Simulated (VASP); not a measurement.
## GaSb: band structure with PBE

**Measured values to compare with.**

From a printed reference work, data compilation, for a bulk crystal of GaSb at 4.2 K: band gap 0.811 eV (direct).

The system is GaSb.

```
CELL_PARAMETERS angstrom
0.00000 3.05740 3.05740
3.05740 0.00000 3.05740
3.05740 3.05740 0.00000
ATOMIC_POSITIONS crystal
Ga 0.00000 0.00000 0.00000
Sb 0.25000 0.25000 0.25000
```

- Program: VASP 6.6.1
- Task: band structure
- Functional: PBE
- Potentials or basis: VASP PAW PBE potentials, release 64 (Ga_d, Sb)
- Cutoff: 520 eV
- k mesh: 6 × 6 × 6
- Occupations: gaussian, width 0.03 eV
- Spin: no spin polarisation
- Grid for exact exchange (PRECFOCK): Fast
- Further INCAR settings: ALGO = Normal; EDIFF = 1e-06; NBANDS = 16

| Quantity | Value |
| --- | --- |
| Pressure | 2.5 GPa |
| Band gap on the k mesh | 0.05 eV, direct |
| Band gap along the path | 0.05 eV, direct |

Levels at points of the mesh, in eV from the valence-band top:
| k point | band 5 | band 6 | band 7 | band 8 | band 9 | band 10 | band 11 | band 12 | band 13 | band 14 |
| --- | --- | --- | --- | --- | --- | --- | --- | --- | --- | --- |
| (0.00, 0.00, 0.00) | -15.00 | -11.49 | 0.00 | 0.00 | 0.00 | 0.05 | 2.77 | 2.77 | 2.77 | 5.81 |
| (0.50, 0.00, 0.00) | -15.00 | -9.86 | -6.38 | -1.16 | -1.16 | 0.40 | 3.74 | 3.74 | 6.47 | 9.38 |
| (0.50, 0.50, 0.00) | -14.99 | -9.02 | -6.82 | -2.58 | -2.58 | 0.90 | 1.25 | 8.69 | 8.69 | 10.08 |

Wall time 5.6 s on 4 MPI ranks on Intel(R) Xeon(R) 6975P-C (Granite Rapids), on a shared host, peak memory 0.18 GiB a rank.

Against the measured gap of GaSb, 0.811 eV (direct; 4.2 K; a printed reference work, data compilation), the calculated 0.05 eV is off by -0.77 eV. Spin-orbit coupling on Ga, Sb is left out. The value is that of PBE, without temperature or zero-point motion. Semilocal functionals fall short of measured gaps as a rule.

Caveat: spin-orbit coupling is left out, which moves the levels of the heavy elements.
